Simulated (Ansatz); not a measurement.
The system is InAs.

```
In As
1.0
     0.00000    3.01800    3.01800
     3.01800    0.00000    3.01800
     3.01800    3.01800    0.00000
In As
1 1
Direct
  0.00000 0.00000 0.00000
  0.75000 0.75000 0.75000
```

| Quantity | Value |
| --- | --- |
| Program | Ansatz 0.2.0 |
| Task | relaxation of cell and atoms |
| Functional | BLYP |
| Dispersion | D4 |
| Potentials or basis | Ansatz PAW |
| Cutoff | 420 eV (not typed: the program's choice for these potentials) |
| k mesh | 8 × 8 × 8 |
| Occupations | fermi-dirac, width 0.05 eV |
| Spin | no spin polarisation |

At the start: volume 27.49 Å³/atom.

How do energy, volume and symmetry change on relaxing?

It ends after 5 steps and the volume is 29.07 Å³/atom (+5.7 %); space group F-43m (No. 216, to 0.05 Å).

Step by step:
```tsv
step	energy change (eV)	largest force (eV/Å)	volume (Å³)
1	0.0000	0.0000	54.98
2	-0.0269	0.0000	59.05
3	-0.0293	0.0000	58.23
4	-0.0293	0.0000	58.14
5	-0.0299	0.0000	58.14
```

Final structure:
```
In As
1.0
     0.00000    3.07471    3.07471
     3.07471    0.00000    3.07471
     3.07471    3.07471    0.00000
In As
1 1
Direct
  0.00000 0.00000 0.00000
  0.75000 0.75000 0.75000
```

Caveat: the plane-wave basis is chosen anew once the cell has moved, so the energies of steps on either side of that aren't comparable; the PAW data sets come from PBE, with cores solved anew for the run's functional, which leaves a small shift of forces and pressure.
